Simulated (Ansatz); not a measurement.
# Eigenvalues along a path: Ca (hcp type)

```xyz
2
Lattice="3.6941 0.0000 0.0000 -1.8471 3.1992 0.0000 0.0000 0.0000 6.1057" Properties=species:S:1:pos:R:3 pbc="T T T"
Ca    0.0000    2.1328    1.5264
Ca    1.8471    1.0664    4.5793
```

The cell comes from a relaxation on PAW files under the same functional, begun from a prototype that needn't be the stable phase.

All numbers are PBE results (scalar-relativistic) from Ansatz 0.2.0, with a Γ-centred 11×11×6 k mesh, Fermi–Dirac smearing of 0.1 eV, no spin polarisation. Methods: LAPW: all electrons, basis error target 1 meV/atom.

This run: volume at 0.85 of the series' base cell.

Path points, in fractions of the reciprocal vectors: Γ (0.000, 0.000, 0.000), M (0.500, 0.000, 0.000), K (0.333, 0.333, 0.000), A (0.000, 0.000, 0.500), L (0.500, 0.000, 0.500), H (0.333, 0.333, 0.500). Levels in eV from the Fermi level; bands 3 to 12, counted from the lowest band of the run. The gap is zero, the pressure 3.65 GPa.

```
# k(1/Å) point b3 b4 b5 b6 b7 b8 b9 b10 b11 b12
0.000 Γ -22.80 -22.60 -22.60 -22.57 -22.57 -22.56 -4.33 -1.13 -0.10 2.44
0.245 - -22.79 -22.63 -22.61 -22.60 -22.58 -22.57 -4.05 -0.87 -0.11 1.98
0.491 - -22.75 -22.70 -22.67 -22.63 -22.59 -22.58 -3.28 -0.22 -0.09 1.20
0.736 - -22.77 -22.74 -22.71 -22.65 -22.60 -22.60 -2.16 0.01 0.19 0.36
0.982 M -22.80 -22.76 -22.69 -22.66 -22.62 -22.61 -1.11 -0.64 0.09 0.32
1.124 - -22.79 -22.76 -22.69 -22.67 -22.62 -22.62 -1.03 -0.60 0.13 0.33
1.265 - -22.78 -22.75 -22.69 -22.68 -22.64 -22.62 -0.82 -0.49 0.24 0.32
1.407 - -22.77 -22.73 -22.71 -22.67 -22.67 -22.63 -0.51 -0.35 0.19 0.38
1.549 K -22.76 -22.72 -22.72 -22.69 -22.65 -22.65 -0.18 -0.17 -0.17 0.46
1.832 - -22.76 -22.74 -22.69 -22.68 -22.65 -22.61 -1.53 0.20 0.28 0.32
2.116 - -22.74 -22.71 -22.70 -22.64 -22.61 -22.59 -2.96 -0.05 0.02 1.00
2.399 - -22.78 -22.64 -22.62 -22.60 -22.58 -22.57 -3.96 -0.78 -0.11 1.88
2.683 Γ -22.80 -22.60 -22.60 -22.57 -22.57 -22.56 -4.33 -1.13 -0.10 2.44
2.811 - -22.79 -22.60 -22.60 -22.57 -22.57 -22.57 -4.25 -1.44 0.16 2.37
2.940 - -22.77 -22.60 -22.60 -22.60 -22.58 -22.58 -4.03 -2.02 0.59 2.15
3.069 - -22.73 -22.64 -22.59 -22.59 -22.58 -22.58 -3.67 -2.63 1.03 1.84
3.197 A -22.68 -22.68 -22.59 -22.59 -22.59 -22.59 -3.19 -3.19 1.45 1.45
3.443 - -22.69 -22.69 -22.61 -22.61 -22.59 -22.59 -2.95 -2.95 1.43 1.43
3.688 - -22.72 -22.72 -22.63 -22.63 -22.61 -22.61 -2.27 -2.27 1.21 1.21
3.934 - -22.78 -22.78 -22.63 -22.63 -22.63 -22.63 -1.37 -1.37 0.67 0.67
4.179 L -22.81 -22.81 -22.63 -22.63 -22.63 -22.63 -0.78 -0.78 0.26 0.26
4.321 - -22.80 -22.80 -22.65 -22.65 -22.62 -22.62 -0.70 -0.70 0.28 0.28
4.463 - -22.79 -22.79 -22.67 -22.67 -22.61 -22.61 -0.46 -0.46 0.31 0.31
4.605 - -22.77 -22.77 -22.70 -22.70 -22.61 -22.61 -0.13 -0.13 0.37 0.37
4.746 H -22.76 -22.76 -22.72 -22.72 -22.61 -22.61 0.13 0.13 0.50 0.50
5.030 - -22.77 -22.77 -22.68 -22.68 -22.61 -22.61 -0.82 -0.82 0.65 0.65
5.313 - -22.73 -22.73 -22.64 -22.64 -22.62 -22.62 -1.99 -1.99 1.12 1.12
5.597 - -22.69 -22.69 -22.61 -22.61 -22.60 -22.60 -2.87 -2.87 1.42 1.42
5.880 A -22.68 -22.68 -22.59 -22.59 -22.59 -22.59 -3.19 -3.19 1.45 1.45
```
